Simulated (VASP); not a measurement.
Input of a VASP 6.6.1 run:

File INCAR:

```
PREC = Accurate
ENCUT = 600
EDIFF = 1E-7
ISMEAR = 0
SIGMA = 0.02
LREAL = False
LASPH = True
NELM = 60
ALGO = Normal
ISIF = 3
LWAVE = False
LCHARG = False
GGA = RP
IBRION = 2
NSW = 90
EDIFFG = -0.005
```

KPOINTS

```
regular mesh
0
Gamma
  10 10 10
```

POSCAR

```
PbS
1.0
    0.0000000000      2.9880867000      2.9880867000
    2.9880867000      0.0000000000      2.9880867000
    2.9880867000      2.9880867000      0.0000000000
Pb S
1 1
Direct
    0.5000000000      0.5000000000      0.5000000000
    0.0000000000      0.0000000000      0.0000000000
```

Potentials or basis: VASP PAW PBE potentials, release 64 (Pb_d, S).

Run with:

```console
$ cat potpaw_PBE.64/Pb_d/POTCAR potpaw_PBE.64/S/POTCAR > POTCAR
$ mpirun -np 1 vasp_std > vasp.out
```

(1) What does it give for the band gap on the k mesh?

(2) Estimate the relaxed volume.

(3) What does it give for the relaxed cell?

(4) Predict the space group after relaxing (to 0.05 Å).

Answers

(1) 0.71 eV, direct.

(2) 28.10 Å³/atom.

(3) a = 4.300 Å, b = 4.300 Å, c = 4.300 Å, α = 60.00°, β = 60.00°, γ = 60.00°.

(4) Fm-3m (No. 225).

Caveat: the PAW data sets were made with another functional, which shifts forces and pressure a little; spin-orbit coupling is left out, which as a rule narrows the gap of such compounds by several tenths of an eV.
